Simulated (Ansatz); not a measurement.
A (100) slab of SnS (Pnma (No. 62)), 16 planes, outer planes Sn (top) and Sn (bottom), with 16 atoms (Sn8S8) in a surface cell of A = 17.925 Å², as cut from the bulk:

```yaml
crystal:
  lattice:
    - [4.02226, 0.00000, 0.00000]
    - [0.00000, 4.45657, 0.00000]
    - [0.00000, 0.00000, 35.11258]
  atoms:
    - { symbol: Sn, position: [0.75000, 0.63050, 0.21360] }
    - { symbol: S, position: [0.25000, 0.02261, 0.22293] }
    - { symbol: S, position: [0.75000, 0.52261, 0.28804] }
    - { symbol: Sn, position: [0.25000, 0.13050, 0.29737] }
    - { symbol: Sn, position: [0.75000, 0.86950, 0.37661] }
    - { symbol: S, position: [0.25000, 0.47739, 0.38594] }
    - { symbol: S, position: [0.75000, 0.97739, 0.45105] }
    - { symbol: Sn, position: [0.25000, 0.36950, 0.46038] }
    - { symbol: Sn, position: [0.75000, 0.63050, 0.53962] }
    - { symbol: S, position: [0.25000, 0.02261, 0.54895] }
    - { symbol: S, position: [0.75000, 0.52261, 0.61406] }
    - { symbol: Sn, position: [0.25000, 0.13050, 0.62339] }
    - { symbol: Sn, position: [0.75000, 0.86950, 0.70263] }
    - { symbol: S, position: [0.25000, 0.47739, 0.71196] }
    - { symbol: S, position: [0.75000, 0.97739, 0.77707] }
    - { symbol: Sn, position: [0.25000, 0.36950, 0.78640] }
```

Computed with DFT PBE, scalar-relativistic, plane waves, PAW (Ansatz). Cutoff 420 eV; k points 7×6×1 on the computed 16-atom cell (Γ-centred); Gaussian smearing, width 0.05 eV; no spin polarisation.

Against the same 16 atoms in the bulk, the slab as cut lies 0.191 eV higher and the relaxed slab 0.181 eV higher.

Problem. Work out the surface energy before and after relaxation.

Solution. The slab has two faces, so γ = (E_slab − N·E_bulk)/(2A), the mean of both. As cut: 0.191/(2 × 17.925) = 0.0053 eV/Å², and 1 eV/Å² = 16.02 J/m², so γ = 0.09 J/m². Relaxed: 0.181/(2 × 17.925) = 0.0050 eV/Å² = 0.08 J/m². Relaxation recovers 5 % of the cost of cutting.

Problem. What is the ideal work of this cut, per area?

Solution. Griffith's ideal work is 2γ: 0.17 J/m² if the new faces stay rigid, 0.16 J/m² if they relax. Other cuts parallel to this plane can cost less. One thickness was run, 16 planes, so γ can still shift with it.

Cost: 4 runs of about 19 core-minutes in all, on Intel Xeon Platinum 8259CL (Skylake/Cascade Lake) (shared hosts).